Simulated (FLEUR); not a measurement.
## Ge: equation of state with Wu-Cohen GGA

**Experimental background.**

From “Sub-monolayer structures of Ag overlayers on Ge(111): experimental observations and first-principles study”, 2019, arxiv:1908.00180, for a bulk crystal of Ge: bulk modulus 75.8 GPa.

The system is Ge.

```
Ge
1.0
     0.00000    2.82891    2.82891
     2.82891    0.00000    2.82891
     2.82891    2.82891    0.00000
Ge
2
Direct
  0.75000 0.75000 0.75000
  0.50000 0.50000 0.50000
```

```json
{
  "Program": "FLEUR MaX-R8.1 (later development tree)",
  "Task": "equation of state",
  "Functional": "Wu-Cohen GGA",
  "Potentials or basis": "all-electron",
  "Basis": "FLAPW",
  "Kmax": "4.71 1/bohr",
  "k mesh": "8 × 8 × 8",
  "Occupations": "fermi-dirac, width 0.05 eV",
  "Spin": "no spin polarisation",
  "Gmax": "14.6 1/bohr",
  "Muffin-tin radii": "Ge 2.08 bohr",
  "lmax": "Ge 9",
  "Local orbitals a species": "Ge 6"
}
```

The equilibrium volume is 22.89 Å³/atom, the bulk modulus is 66 GPa and the pressure derivative of the bulk modulus is 4.4 (rough: it moves with the points fitted).

Energy against volume, from the lowest point:
```
volume (Å³/atom)  energy (meV/atom)
          21.281              26.11
          21.733              12.63
          22.639               0.00
          23.545               3.04
          23.997               9.62
```

A measured bulk modulus of Ge is 75.8 GPa (quoted in “Sub-monolayer structures of Ag overlayers on Ge(111): experimental observations and first-principles study”, 2019, arxiv:1908.00180); the calculated 66 GPa misses it by -12.3 %. The fit is for a static lattice scaled at fixed shape and fixed fractional positions. The cell as given is a measured one (22.64 Å³/atom); Wu-Cohen GGA puts the equilibrium volume +1.1 % from it, thermal expansion not counted.
